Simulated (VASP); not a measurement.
**Cl: single point with PBE**

The system is Cl.

```
Cl
1.0
    -1.28780    1.28780    3.61062
     1.28780   -1.28780    3.61062
     1.28780    1.28780   -3.61062
Cl
1
Direct
  0.00000 0.00000 0.00000
```

The cell isn't the ideal one: I replaced by Cl, lengths x 0.840, strained and moved within the space group.

```yaml
Program: VASP 6.6.1
Task: single point
Functional: PBE
Potentials_or_basis: VASP PAW PBE potentials, release 64 (Cl)
Cutoff: 520 eV
k_mesh: 10 × 10 × 10
Occupations: gaussian, width 0.1 eV
Spin: no spin polarisation
```

```
Pressure               : 2.3 GPa
Band gap on the k mesh : none (metal or under the smearing width)
```

Stress tensor (GPa, compression positive):
```
2.97 0.00 0.00
0.00 2.97 0.00
0.00 0.00 0.94
```

Levels at points of the mesh, in eV from the Fermi level:
| k point | band 1 | band 2 | band 3 | band 4 | band 5 | band 6 |
| --- | --- | --- | --- | --- | --- | --- |
| (0.00, 0.00, 0.00) | -16.90 | -3.17 | 0.89 | 0.89 | 5.88 | 10.52 |
| (0.50, 0.00, 0.00) | -14.76 | -6.52 | -2.19 | 1.86 | 7.34 | 13.37 |
| (0.50, 0.50, 0.00) | -12.76 | -4.90 | -4.75 | -0.76 | 6.27 | 9.93 |
| (0.50, 0.50, 0.50) | -16.73 | -4.72 | 0.82 | 0.82 | 10.28 | 11.15 |

It took 18 s on 1 thread of Intel(R) Xeon(R) 6975P-C (Granite Rapids) (shared host), peak memory 0.15 GiB.

Caveat: an odd number of electrons without spin polarisation forces a metal; a magnetic or distorted state may lie lower.
